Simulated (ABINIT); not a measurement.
Crystal: Pb.

```xyz
1
Lattice="-1.9797 1.9797 1.9797 1.9797 -1.9797 1.9797 1.9797 1.9797 -1.9797" Properties=species:S:1:pos:R:3 pbc="T T T"
Pb    0.0000    0.0000    0.0000
```

This isn't the form of Pb at room conditions, which is fcc.

Base run:

```yaml
Program: ABINIT 10.8.3 (patched build)
Functional: LDA
Potentials_or_basis: PseudoDojo NC SR LDA v0.4.1 standard
Cutoff: 707 eV
k_mesh: 12 × 12 × 12, with 2 shifts
Occupations: cold (ABINIT), width 0.2 eV
Spin: no spin polarisation
```

Its results: pressure -3.0 GPa.

Q: The run is repeated on the same cell with these changes: k mesh from 12 × 12 × 12, with 2 shifts to 7 × 7 × 7; occupations from cold (ABINIT), width 0.2 eV to fermi-dirac, width 0.05 eV. What comes out?

A: Pressure -3.8 GPa.
